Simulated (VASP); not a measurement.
# MgO (I4/mmm) in VASP: notebook

Runs on MgO. Level: r2SCAN. Tasks: single point.

All numbers are computed with VASP 6.6.1; they aren't measurements. Logs are shortened: lines on timing, memory, paths and dates and some standing lists are left out, and cuts for length are marked.

## Step 1: Starting point

The structure is tetragonal, space group I4/mmm (No. 139). Conventional cell: a = 2.866 Å, b = 2.866 Å, c = 4.306 Å, α = 90.00°, β = 90.00°, γ = 90.00°. Mg (site symmetry 4/mmm) is surrounded by 6 O at 2.03 to 2.15 Å. O (site symmetry 4/mmm) is surrounded by 6 Mg at 2.03 to 2.15 Å.

The cell was built by a generator and needn't be a form met in nature.

## Step 2: Single point, r2SCAN

POSCAR

```
MgO
1.0
    2.8660000000      0.0000000000      0.0000000000
    0.0000000000      2.8660000000      0.0000000000
    0.0000000000      0.0000000000      4.3062199660
Mg O
2 2
Direct
    0.0000000000      0.0000000000      0.0000000000
    0.5000000000      0.5000000000      0.5000000000
    0.5000000000      0.5000000000      0.0000000000
    0.0000000000      0.0000000000      0.5000000000
```

INCAR.step1

```
SYSTEM = MgO
ALGO     = Normal         ! electronic algorithm
EDIFF    = 1E-4           ! SCF threshold, eV
ENCUT    = 520            ! plane-wave cutoff, eV
GGA      = PE             ! functional
ISMEAR   = 0              ! smearing method
LASPH    = .True.         ! aspherical terms in the spheres
LCHARG   = .False.        ! write CHGCAR
LREAL    = .False.        ! projectors in reciprocal space
LWAVE    = .True.         ! write WAVECAR
NBANDS   = 16             ! bands
NELM     = 100            ! most SCF steps
PREC     = Accurate       ! precision mode
SIGMA    = 0.01           ! smearing width, eV
```

INCAR.step2

```
SYSTEM = MgO
ALGO     = Normal         ! electronic algorithm
EDIFF    = 1E-7           ! SCF threshold, eV
ENCUT    = 520            ! plane-wave cutoff, eV
ISIF     = 2              ! what is computed and relaxed
ISMEAR   = 0              ! smearing method
ISTART   = 1            
LASPH    = .True.         ! aspherical terms in the spheres
LCHARG   = .False.        ! write CHGCAR
LMIXTAU  = .True.       
LREAL    = .False.        ! projectors in reciprocal space
LWAVE    = .False.        ! write WAVECAR
METAGGA  = R2SCAN         ! meta-GGA
NBANDS   = 16             ! bands
NELM     = 100            ! most SCF steps
PREC     = Accurate       ! precision mode
SIGMA    = 0.01           ! smearing width, eV
```

KPOINTS

```
k-points
0
Gamma
  8 8 6
  0 0 0
```

Potentials or basis: VASP PAW PBE potentials, release 64 (Mg, O).

On the command line:

```sh
$ cat potpaw_PBE.64/Mg/POTCAR potpaw_PBE.64/O/POTCAR > POTCAR
$ cp INCAR.step1 INCAR
$ mpirun -np 1 vasp_std > vasp.out
$ cp INCAR.step2 INCAR
$ mpirun -np 1 vasp_std > vasp.out
```

OUTCAR:

```text
SYSTEM = MgO
   EDIFF = 1E-7
   ENCUT = 520
   ISIF = 2
   ISMEAR = 0
   ISTART = 1
   LASPH = .True.
   LREAL = .False.
   METAGGA = R2SCAN
   NELM = 100
   PREC = Accurate

 ion  position               nearest neighbor table
   1  0.000  0.000  0.000-   3 2.03   3 2.03   3 2.03   3 2.03   4 2.15   4 2.15   2 2.96   2 2.96
                             2 2.96   2 2.96   2 2.96   2 2.96   2 2.96   2 2.96
   2  0.500  0.500  0.500-   4 2.03   4 2.03   4 2.03   4 2.03   3 2.15   3 2.15   1 2.96   1 2.96
                             1 2.96   1 2.96   1 2.96   1 2.96   1 2.96   1 2.96
   3  0.500  0.500  0.000-   1 2.03   1 2.03   1 2.03   1 2.03   2 2.15   2 2.15
   4  0.000  0.000  0.500-   2 2.03   2 2.03   2 2.03   2 2.03   1 2.15   1 2.15

  LATTYP: Found a simple tetragonal cell.
 ALAT       =     2.8660000000
 C/A-ratio  =     1.5025191786

  Lattice vectors:

 A1 = (   2.8660000000,   0.0000000000,   0.0000000000)
 A2 = (   0.0000000000,   2.8660000000,   0.0000000000)
 A3 = (   0.0000000000,   0.0000000000,   4.3062199660)

Analysis of symmetry for initial positions (statically):
=====================================================================
 Subroutine PRICEL returns following result:

  LATTYP: Found a body centered tetragonal cell.
 ALAT       =     2.8660000000
 C/A-ratio  =     1.5025191786

  Lattice vectors:

 A1 = (   1.4330000000,  -1.4330000000,  -2.1531099830)
 A2 = (  -1.4330000000,   1.4330000000,  -2.1531099830)
 A3 = (   1.4330000000,   1.4330000000,   2.1531099830)

   2 primitive cells build up your supercell.

 Routine SETGRP: Setting up the symmetry group for a
 simple tetragonal supercell.

 Subroutine GETGRP returns: Found 16 space group operations
 (whereof 16 operations were pure point group operations)
 out of a pool of 16 trial point group operations.

The static configuration has the point symmetry D_4h.

Analysis of symmetry for dynamics (positions and initial velocities):
=====================================================================
 Subroutine PRICEL returns following result:

  LATTYP: Found a body centered tetragonal cell.
 ALAT       =     2.8660000000
 C/A-ratio  =     1.5025191786

  Lattice vectors:

 A1 = (   1.4330000000,  -1.4330000000,  -2.1531099830)
 A2 = (  -1.4330000000,   1.4330000000,  -2.1531099830)
 A3 = (   1.4330000000,   1.4330000000,   2.1531099830)

   2 primitive cells build up your supercell.

 Routine SETGRP: Setting up the symmetry group for a
 simple tetragonal supercell.

 Subroutine GETGRP returns: Found 16 space group operations
 (whereof 16 operations were pure point group operations)
 out of a pool of 16 trial point group operations.

The dynamic configuration has the point symmetry D_4h.

 Subroutine INISYM returns: Found 16 space group operations
 (whereof 16 operations are pure point group operations),
 and found     2 'primitive' translations

----------------------------------------------------------------------------------------

                                     Primitive cell

  volume of cell :      17.6856

  direct lattice vectors                    reciprocal lattice vectors
     1.433000000 -1.433000000 -2.153109983     0.348918353  0.000000000 -0.232222229
    -1.433000000  1.433000000 -2.153109983     0.000000000  0.348918353 -0.232222229
     1.433000000  1.433000000  2.153109983     0.348918353  0.348918353  0.000000000

  length of vectors
     2.956832866  2.956832866  2.956832866     0.419131460  0.419131460  0.493445067

  position of ions in fractional coordinates (direct lattice)
     0.000000000  0.000000000  0.000000000
     0.500000000  0.500000000  0.000000000

  ion indices of the primitive-cell ions
   primitive index   ion index
                 1           1
                 2           4

----------------------------------------------------------------------------------------

 KPOINTS: k-points

Automatic generation of k-mesh.
 Grid dimensions read from file:
 generate k-points for:    8    8    6

 Generating k-lattice:

  Cartesian coordinates                     Fractional coordinates (reciprocal lattice)
     0.043614794  0.000000000  0.000000000     0.125000000  0.000000000  0.000000000
     0.000000000  0.043614794  0.000000000     0.000000000  0.125000000  0.000000000
     0.000000000  0.000000000  0.038703705     0.000000000  0.000000000  0.166666667

  Length of vectors
     0.043614794  0.043614794  0.038703705

  Shift w.r.t. Gamma in fractional coordinates (k-lattice)
     0.000000000  0.000000000  0.000000000

 Subroutine IBZKPT returns following result:
 ===========================================

 Found     60 irreducible k-points:

 Following reciprocal coordinates:
            Coordinates               Weight
  0.000000  0.000000  0.000000      1.000000
  0.125000  0.000000  0.000000      4.000000
  0.250000  0.000000  0.000000      4.000000
  0.375000  0.000000  0.000000      4.000000
  0.500000  0.000000  0.000000      2.000000
  0.125000  0.125000  0.000000      4.000000
[... 16 lines left out ...]
  0.375000  0.125000  0.166667     16.000000
  0.500000  0.125000  0.166667      8.000000
 [... further k-points ...]
   k-points           NKPTS =     60   k-points in BZ     NKDIM =     60   number of bands    NBANDS=     16
   number of dos      NEDOS =    301   number of ions     NIONS =      4
   total plane-waves  NPLWV =  18432
   dimension x,y,z NGX =    24 NGY =   24 NGZ =   32
   dimension x,y,z NGXF=    48 NGYF=   48 NGZF=   64
   ions per type =               2   2
   NGX,Y,Z   is equivalent  to a cutoff of  13.92, 13.92, 12.35 a.u.
   NGXF,Y,Z  is equivalent  to a cutoff of  27.84, 27.84, 24.71 a.u.
 SYSTEM =  MgO
   PREC   = accura    normal or accurate (medium, high low for compatibility)
   ISTART =      1    job   : 0-new  1-cont  2-samecut
   ICHARG =      0    charge: 1-file 2-atom 10-const
   ISPIN  =      1    spin polarized calculation?
   LNONCOLLINEAR =      F non collinear calculations
   LSORBIT =      F    spin-orbit coupling
   LASPH  =      T    aspherical Exc in radial PAW
   ENCUT  =  520.0 eV  38.22 Ry    6.18 a.u.   5.33  5.33  8.01*2*pi/ulx,y,z
   NELM   =    100;   NELMIN=  2; NELMDL=  0     # of ELM steps
   EDIFF  = 0.1E-06   stopping-criterion for ELM
   LREAL  =      F    real-space projection
   EDIFFG = 0.1E-05   stopping-criterion for IOM
   NSW    =      0    number of steps for IOM
   IBRION =     -1    ionic relax: 0-MD 1-quasi-New 2-CG
   NFREE  =      0    steps in history (QN), initial steepest desc. (CG)
   ISIF   =      2    stress and relaxation
   ISYM   =      2    0-nonsym 1-usesym 2-fastsym
   POTIM  = 0.5000    time-step for ionic-motion
   TEBEG  =    0.0;   TEEND  =   0.0 temperature during run
   PSTRESS=    0.0 pullay stress
   NELECT =      16.0000    total number of electrons
   NUPDOWN=      -1.0000    fix difference up-down
   EMIN   =  10.00;   EMAX   =-10.00  energy-range for DOS
   EFERMI =   0.00;   METHOD = LEGACY
   ISMEAR =     0;   SIGMA  =   0.01  broadening in eV -4-tet -1-fermi 0-gaus
   EFERMI_NEDOS =   21; number of points for ismear=-14 and -15
   IALGO  =     38    algorithm
   IMIX   =      4    mixing-type and parameters
     AMIX     =   0.40;   BMIX     =  1.00
     AMIX_MAG =   1.60;   BMIX_MAG =  1.00
  volume/ion in A,a.u.               =       8.84        59.67
  Fermi-wavevector in a.u.,A,eV,Ry     =   1.256701  2.374821 21.487646  1.579297
  Thomas-Fermi vector in A             =   2.390396
   LORBIT       =      0    0 simple, 1 ext, 2 COOP (PROOUT), +10 PAW based schemes
   METAGGA = R2SCAN    functional components
   LHFCALC =     F    Hartree Fock is set to
   AEXX    =    0.0000 exact exchange contribution
   IVDW    =     0    specifies the selected vdW correction
   LEPSILON=     F    determine dielectric tensor
   LRPA    =     F    only Hartree local field effects (RPA)
 non-spin polarized calculation
 Gauss-broadening in eV      SIGMA  =   0.01
  energy-cutoff  :      520.00
  volume of cell :       35.37
 maximum number of plane-waves:       976
 NGX is ok and might be reduce to    24
   NGX = 11   NGY = 11   NGZ = 17

 number of electron      16.0000003 magnetization

 Free energy of the ion-electron system (eV)
  ---------------------------------------------------
  ext. energy  EPLUGINS =         0.00000000
  ---------------------------------------------------
  free energy    TOTEN  =       -32.21147540 eV

  energy without entropy =      -32.21147540  energy(sigma->0) =      -32.21147540

 E-fermi :   3.3929     XC(G=0): -11.8734

 val. band max:        3.2491924867   @ k =   0.0000   0.0000   0.0000
 cond. band min:       9.3255303879   @ k =   0.0000   0.0000   0.0000
 fundamental gap:      6.0763379012
 Fermi energy:         3.3929277910

 k-point     1 :       0.0000    0.0000    0.0000
  band No.  band energies     occupation
      1     -15.3095      2.00000
      2     -13.7816      2.00000
      3      -1.2917      2.00000
      4       1.9208      2.00000
      5       1.9208      2.00000
      6       3.1481      2.00000
[... 8 lines left out ...]
     15      20.6163      0.00000
     16      24.6993      0.00000

 k-point     2 :       0.1250    0.0000    0.0000
  band No.  band energies     occupation
      1     -15.1843      2.00000
      2     -13.7494      2.00000
      3      -1.1211      2.00000
      4       1.3962      2.00000
      5       1.9647      2.00000
      6       2.4840      2.00000
[... 8 lines left out ...]
     15      20.9085      0.00000
     16      24.3228      0.00000

 k-point     3 :       0.2500    0.0000    0.0000
  band No.  band energies     occupation
      1     -14.8422      2.00000
      2     -13.6970      2.00000
      3      -0.6263      2.00000
      4       0.3335      2.00000
      5       1.1571      2.00000
      6       2.0917      2.00000
[... 8 lines left out ...]
     15      21.7848      0.00000
     16      23.7441      0.00000
[... 362 lines left out ...]
 k-point    23 :       0.3750    0.1250    0.1667
  band No.  band energies     occupation
      1     -14.2590      2.00000
      2     -13.7326      2.00000
      3      -0.8235      2.00000
      4      -0.3532      2.00000
      5       0.7648      2.00000
      6       2.0123      2.00000
[... 8 lines left out ...]
     15      22.0882      0.00000
     16      22.3496      0.00000

 k-point    24 :       0.5000    0.1250    0.1667
  band No.  band energies     occupation
      1     -13.9074      2.00000
      2     -13.9074      2.00000
      3      -0.9065      2.00000
      4      -0.9065      2.00000
      5       1.4615      2.00000
      6       1.4615      2.00000
[... 8 lines left out ...]
     15      22.5043      0.00000
     16      22.5043      0.00000

 [... further k-points ...]
[... 5 lines left out ...]
  --------------------------------------------------------------------------------------
  -------------------------------------------------------------------------------------
  Total        3.2329568      3.2329568     -0.2580519      0.0000000      0.0000000      0.0000000
  in kB      146.4407369    146.4407369    -11.6887763      0.0000000      0.0000000      0.0000000
  external PRESSURE =      93.7308992 kB  Pullay stress =       0.0000000 kB

 VOLUME and BASIS-vectors are now :
 -----------------------------------------------------------------------------
  energy-cutoff  :      520.00
  volume of cell :       35.37
      direct lattice vectors                 reciprocal lattice vectors
     2.866000000  0.000000000  0.000000000     0.348918353  0.000000000  0.000000000
     0.000000000  2.866000000  0.000000000     0.000000000  0.348918353  0.000000000
     0.000000000  0.000000000  4.306219966     0.000000000  0.000000000  0.232222229

 POSITION                                       TOTAL-FORCE (eV/Angst)
 -----------------------------------------------------------------------------------
      0.00000      0.00000      0.00000         0.000000      0.000000     -0.000000
      1.43300      1.43300      2.15311         0.000000      0.000000     -0.000000
      1.43300      1.43300      0.00000        -0.000000     -0.000000      0.000000
      0.00000      0.00000      2.15311         0.000000      0.000000     -0.000000
 -----------------------------------------------------------------------------------
    total drift:                                0.000000     -0.000000     -0.000000

  FREE ENERGIE OF THE ION-ELECTRON SYSTEM (eV)
  ---------------------------------------------------
  free  energy   TOTEN  =       -32.2114753956 eV

  energy  without entropy=      -32.2114753956  energy(sigma->0) =      -32.21147540
```

Run time: 65 s. Hardware: 1 thread of AMD EPYC 9R45 (Zen 5), shared host; peak memory 0.14 GiB.

What came out:

- Free energy: -32.2115 eV
- Pressure: 9.4 GPa
- Band gap on the k mesh: 6.08 eV

Caveat: the PAW data sets were made with another functional, which shifts forces and pressure a little. r2SCAN opens gaps a little over a GGA but as a rule still falls short of measured ones.

## Step 3: Single point, r2SCAN

This run uses another cell than the first one, of 8.93 Å³/atom, 1.010 times its volume.

POSCAR: that of step 2 with these lines changed.

```diff
@@ -4,3 +4,3 @@
     0.0000000000      2.8660000000      0.0000000000
-    0.0000000000      0.0000000000      4.3062199660
+    0.0000000000      0.0000000000      4.3500000000
 Mg O
```

INCAR.step1

```
SYSTEM = MgO
PREC     = Accurate       ! precision mode
ENCUT    = 520            ! plane-wave cutoff, eV
ISMEAR   = 0              ! smearing method
SIGMA    = 0.01           ! smearing width, eV
LREAL    = .FALSE.        ! projectors in reciprocal space
LASPH    = .TRUE.         ! aspherical terms in the spheres
NELM     = 100            ! most SCF steps
NBANDS   = 16             ! bands
GGA      = PE             ! functional
ALGO     = Normal         ! electronic algorithm
EDIFF    = 1E-4           ! SCF threshold, eV
LWAVE    = .TRUE.         ! write WAVECAR
LCHARG   = .FALSE.        ! write CHGCAR
```

INCAR.step2

```
SYSTEM = MgO
PREC     = Accurate       ! precision mode
ENCUT    = 520            ! plane-wave cutoff, eV
EDIFF    = 1E-6           ! SCF threshold, eV
ISMEAR   = 0              ! smearing method
SIGMA    = 0.01           ! smearing width, eV
LREAL    = .FALSE.        ! projectors in reciprocal space
LASPH    = .TRUE.         ! aspherical terms in the spheres
NELM     = 100            ! most SCF steps
ALGO     = Normal         ! electronic algorithm
ISIF     = 2              ! what is computed and relaxed
LWAVE    = .FALSE.        ! write WAVECAR
LCHARG   = .FALSE.        ! write CHGCAR
METAGGA  = R2SCAN         ! meta-GGA
LMIXTAU  = .TRUE.       
NBANDS   = 16             ! bands
ISTART   = 1
```

KPOINTS

```
regular mesh
0
G
  8 8 6
  0 0 0
```

Potentials or basis: VASP PAW PBE potentials, release 64 (Mg, O).

On the command line:

```sh
$ cat potpaw_PBE.64/Mg/POTCAR potpaw_PBE.64/O/POTCAR > POTCAR
$ cp INCAR.step1 INCAR
$ mpirun -np 1 vasp_std > vasp.out
$ cp INCAR.step2 INCAR
$ mpirun -np 1 vasp_std > vasp.out
```

It took 57 s on 1 thread of AMD EPYC 9R45 (Zen 5), shared host; peak memory 0.14 GiB.

It converged, with:

* Free energy: -32.2065 eV
* Pressure: 7.8 GPa
* Band gap on the k mesh: 5.95 eV

Stress tensor (GPa, compression positive):
```
13.56  0.00  0.00
 0.00 13.56  0.00
 0.00  0.00 -3.68
```

Levels at points of the mesh, in eV from the valence-band top:
| k point | band 4 | band 5 | band 6 | band 7 | band 8 | band 9 | band 10 | band 11 | band 12 | band 13 |
| --- | --- | --- | --- | --- | --- | --- | --- | --- | --- | --- |
| (0.00, 0.00, 0.00) | -1.29 | -1.29 | -0.12 | -0.12 | 0.00 | 5.95 | 10.55 | 11.68 | 14.09 | 16.56 |
| (0.50, 0.00, 0.00) | -3.89 | -2.17 | -2.17 | -0.72 | -0.72 | 10.88 | 10.88 | 12.62 | 12.62 | 15.81 |
| (0.50, 0.50, 0.00) | -4.27 | -1.84 | -1.84 | -1.38 | -1.38 | 9.82 | 9.82 | 11.48 | 11.48 | 15.03 |
| (0.00, 0.00, 0.50) | -2.78 | -0.75 | -0.75 | -0.75 | -0.75 | 9.42 | 9.42 | 12.48 | 12.48 | 16.33 |
| (0.50, 0.00, 0.50) | -4.88 | -0.90 | -0.90 | -0.72 | -0.72 | 8.99 | 8.99 | 14.22 | 14.22 | 17.16 |
| (0.50, 0.50, 0.50) | -3.24 | -3.24 | -3.24 | -1.69 | -1.69 | 12.83 | 12.83 | 12.83 | 12.83 | 13.77 |

Caveat: the PAW data sets were made with another functional, which shifts forces and pressure a little. r2SCAN opens gaps a little over a GGA but as a rule still falls short of measured ones.
